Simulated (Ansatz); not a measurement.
TiO, 2 atoms in the cell. It takes space group P-6m2 (No. 187, hexagonal). The conventional cell has a = 3.031 Å, b = 3.031 Å, c = 3.238 Å, α = 90.00°, β = 90.00°, γ = 120.00°. Ti (site symmetry -6m2) is surrounded by 6 O at 2.38 Å. O (site symmetry -6m2) is surrounded by 6 Ti at 2.38 Å. 

```yaml
Program: Ansatz 0.2.0
Task: projected density of states
Functional: PBEsol
Potentials_or_basis: Ansatz PAW
Cutoff: "420 eV (not typed: the program's choice for these potentials)"
k_mesh: 10 × 10 × 8
Occupations: fermi-dirac, width 0.05 eV
Spin: no spin polarisation
Hubbard_terms: Ti d U = 2 eV
Hubbard_projectors: ortho-atomic (the default)
Double_counting: fll (the default)
```

Potentials or basis: Ansatz PAW.

Run with:

```console
$ ansatz run input.yaml --threads 2 --pin off --max-ram 5632MiB --backend cpu --events-out ev --progress --plain --runs-dir out
```

Hardware: 2 threads of AMD EPYC 7R43 64-Core Processor (Zen 3) (shared host).

Task: Estimate the wall time of this run.

Result: It took 3.9 s on 2 threads of AMD EPYC 7R43 64-Core Processor (Zen 3) (shared host), peak memory 0.41 GiB. Counts: scf iterations 9, plane waves 503, k points 70, bands 15.
